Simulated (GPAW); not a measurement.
Runs of GPAW 26.7.0 on In. Symmetry: I4/mmm, No. 139, tetragonal system. Conventional cell: a = 3.251 Å, b = 3.251 Å, c = 4.947 Å, α = 90.00°, β = 90.00°, γ = 90.00°. In (site symmetry 4/mmm) has 12 In at 3.25 to 3.38 Å as nearest neighbours. 

| level | gap on the mesh (eV) | pressure (GPa) | relaxed volume (Å³/atom) |
| --- | --- | --- | --- |
| PBEsol+D3 | none | -0.1 | 24.74 |
| PBEsol+D3(BJ) | none | 0.0 | (b) |
| PBEsol+D4 | none | 0.0 | 24.67 |
| PBEsol | none | 0.0 | (a) |
| PBEsol+D3(BJ)+ATM | none | 0.0 | 24.25 |

Alike in all rows: task relaxation of cell and atoms; potentials or basis PAW data sets generated in the run's folder for this functional, pw; no spin polarisation; cell relaxed; k mesh 10 × 10 × 10; cutoff (eV) 600; smearing fermi-dirac 0.05 eV.

Question: Estimate the missing entries.

Answer: (a) 25.36; (b) 24.15.

Caveats: later steps reuse the first step's grids; pairwise dispersion overbinds metals, which lowers pressure and volume (some runs).

A k mesh can miss the band edges, and the runs leave out spin-orbit coupling on In.

A gap of «none» marks a metal or a gap under the smearing width.
